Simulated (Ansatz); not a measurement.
## Al, before and after

Recipe of this trial structure of Al: one element on all sites of the O type (P2/c, No. 13). The dimensions are guesses.

start.cif

```cif
data_structure
_symmetry_space_group_name_H-M 'P2/c'
_symmetry_Int_Tables_number 13
_cell_length_a 4.4757
_cell_length_b 4.3575
_cell_length_c 3.5843
_cell_angle_alpha 90.000
_cell_angle_beta 108.647
_cell_angle_gamma 90.000
_cell_volume 66.23
loop_
_atom_site_label
_atom_site_type_symbol
_atom_site_symmetry_multiplicity
_atom_site_Wyckoff_symbol
_atom_site_fract_x
_atom_site_fract_y
_atom_site_fract_z
_atom_site_occupancy
Al1 Al 4 g 0.83297 0.69412 0.68129 1
```

Method: DFT PBE, scalar-relativistic, plane waves, PAW (Ansatz 0.2.0). Cutoff 420 eV, Gaussian smearing, Γ-centred meshes. Cell and atoms relax first on a coarse mesh and then on a finer one. In between, the cell is made exact in the group found at 0.06 Å. In metals the finer mesh still leaves noise of several meV/atom or more. The steps can't lower the symmetry of their start. No spin polarisation.

end.cif

```cif
data_structure
_symmetry_space_group_name_H-M 'Fm-3m'
_symmetry_Int_Tables_number 225
_cell_length_a 4.0402
_cell_length_b 4.0402
_cell_length_c 4.0402
_cell_angle_alpha 90.000
_cell_angle_beta 90.000
_cell_angle_gamma 90.000
_cell_volume 65.95
loop_
_atom_site_label
_atom_site_type_symbol
_atom_site_symmetry_multiplicity
_atom_site_Wyckoff_symbol
_atom_site_fract_x
_atom_site_fract_y
_atom_site_fract_z
_atom_site_occupancy
Al1 Al 4 a 0.00000 0.00000 0.00000 1
```

The symmetry goes from P2/c (No. 13) to Fm-3m (No. 225), and the primitive cell from 4 to 1 atom. The end has the fcc type. The volume per atom stays near 16.5 Å³. The shortest distance goes from 1.42 Å (Al–Al) to 2.86 Å (Al–Al). The energy falls by about 7.6 eV/atom (the start's value is from the coarse mesh). The end is written in a standard setting, so origin, axes and order of atoms can differ from the start's.

```json
{
  "Volume per atom": "16.49 Å³",
  "Density": "2.72 g/cm³",
  "Energy over the standard state": "0.00 eV/atom",
  "Gap on the 24×24×26 mesh of the 1-atom cell": "0 eV (a metal)"
}
```

Energies count from the standard state of Al at the same level. It is level with the standard state within the noise.

The last run used Gaussian smearing of 0.10 eV. The end has I4/mmm (No. 139) at a tolerance of 0.01 Å; the cell shown is made exact in the group found at 0.05 Å. The k mesh leaves some 4 meV/atom of noise in the energy of each metallic cell. Symmetry constrained the relaxation, so the result can be a saddle point. In all, the 3 runs took 13 min on 1 thread of Intel(R) Xeon(R) Processor @ 2.50GHz (Skylake/Cascade Lake) (shared host).
